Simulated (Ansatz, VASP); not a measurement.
**One calculation of BAs, two programs**

```
B As
1.0
     0.00000    2.38850    2.38850
     2.38850    0.00000    2.38850
     2.38850    2.38850    0.00000
B As
1 1
Direct
  0.00000 0.00000 0.00000
  0.75000 0.75000 0.75000
```

Alike in both runs: task single point; functional LDA; k mesh 10 × 10 × 10; occupations gaussian, width 0.05 eV; no spin polarisation.

|  | VASP | Ansatz |
| --- | --- | --- |
| version | VASP 6.6.1 | Ansatz 0.2.0 |
| potentials or method | VASP PAW LDA potentials, release 64 (B, As) | scalar-relativistic, plane waves, PAW |
| plane-wave cutoff (eV) | 520 | 420 |
| valence electrons in the cell | 8 | 18 |

Ansatz gave:

```
gap on the k mesh at the Fermi level (eV) : 1.13
least direct gap on the mesh (eV)         : 3.25
pressure (GPa)                            : -3.9
```

**Question.** Estimate VASP's values.

**Answer.** gap on the k mesh at the Fermi level (eV): 1.12; least direct gap on the mesh (eV): 3.25; pressure (GPa): -3.1.

The two sets of potentials don't hold the same shells in valence.

A k mesh can miss the band edges. A hybrid or GW would open this gap; LDA tends to underestimate it.
